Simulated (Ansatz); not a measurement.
Runs of Ansatz 0.2.0 on ZnSe (Stilleite). Symmetry: F-43m, No. 216, cubic system. Conventional cell: a = 5.668 Å, b = 5.668 Å, c = 5.668 Å, α = 90.00°, β = 90.00°, γ = 90.00°. Se (site symmetry -43m) is surrounded by 4 Zn at 2.45 Å. Around Zn (site symmetry -43m) lie 4 Se at 2.45 Å. 

```csv
task,level,potentials or basis,spin,cell,k mesh,cutoff (eV),smearing,points for each segment of the path,atoms under strain,gap on the mesh (eV),pressure (GPa)
single point,PBE,Ansatz PAW,off,as given,14 × 14 × 14,420,fermi-dirac 0.05 eV,-,-,1.29,2.1
single point,PBE,Ansatz PAW,off,as given,8 × 8 × 8,350,fermi-dirac 0.05 eV,-,-,1.29,2.2
band structure,SVWN5,Ansatz PAW,off,as given,8 × 8 × 8,420,fermi-dirac 0.05 eV,14,-,1.03,-3.4
relaxation of cell and atoms,r2SCAN+rVV10,Ansatz PAW,off,relaxed,8 × 8 × 8,500,fermi-dirac 0.05 eV,-,-,1.88,0.0
elastic constants,LDA,Ansatz PAW,off,as given,7 × 7 × 7,420,fixed,-,relaxed,1.03,-3.4
band structure,PBE,Ansatz PAW,"SOC, no magnetisation",as given,8 × 8 × 8,420,fermi-dirac 0.05 eV,14,-,(a),2.1
band structure,LDA,JTH PAW LDA,off,as given,8 × 8 × 8,960,fermi-dirac 0.05 eV,14,-,1.03,-3.4
```

**Question.** Estimate the missing entries.

**Answer.** (a) 1.16.

Caveats: the PAW data sets come from PBE, with cores solved anew for the run's functional, which leaves a small shift of forces and pressure (some runs); the cutoff lies under the one recommended for these potentials (some runs); the plane-wave basis is chosen anew once the cell has moved, so the energies of steps on either side of that aren't comparable (some runs); the cell is more than 3 GPa from zero pressure, which shifts response properties (some runs); odd divisions of the mesh miss points on the zone boundary, where band edges often lie, so the gap on the mesh can be too wide (some runs).

A k mesh can miss the band edges, and rows without SOC leave out spin-orbit coupling on Se.

The runs don't all hold the same shells in valence.
